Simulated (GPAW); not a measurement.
A run of GPAW 26.7.0:

run.py

```python
from ase import Atoms
from ase.filters import FrechetCellFilter
from ase.io import write
from ase.optimize import BFGS
from gpaw import GPAW, PW, setup_paths

setup_paths.insert(0, '.')

atoms = Atoms(['Si', 'Mg'],
              cell=[[2.908394, 0.0, 0.0],
                    [0.0, 2.908394, 0.0],
                    [0.0, 0.0, 4.103427]],
              scaled_positions=[[0.5, 0.5, 0.5],
                                [0.0, 0.0, 0.0]],
              pbc=True)

calc = GPAW(mode=PW(800),
            xc='PBEsol',
            kpts={'size': (8, 8, 6), 'gamma': True},
            occupations={'name': 'fermi-dirac', 'width': 0.05},
            nbands=15,
            convergence={'density': 1e-05, 'forces': 0.0001},
            maxiter=150,
            txt='gpaw.txt')
atoms.calc = calc
opt = BFGS(FrechetCellFilter(atoms), trajectory='relax.traj', logfile='-')
done = opt.run(fmax=0.02, steps=60)
calc.write('gs.gpw')
write('result.traj', atoms)
print('Converged:', done)
print('Cell:', atoms.cell.cellpar().round(4))
print('Volume:', round(atoms.get_volume(), 4))
print(atoms.get_scaled_positions().round(5))
```

Potentials or basis: PAW data sets generated in the run's folder for this functional, pw.

Command:

```sh
$ gpaw-setup -f PBEsol Mg Si
$ OMP_NUM_THREADS=1 python run.py
```

Hardware: 1 thread of Arm Neoverse V2 (shared host).

Question: Estimate the wall time of this run.

Answer: It took 76 s on 1 thread of Arm Neoverse V2, with other jobs on the host, peak memory 0.26 GiB. Counts: scf iterations 47, plane waves 1807, bands 15, k points 60, ion steps 6.
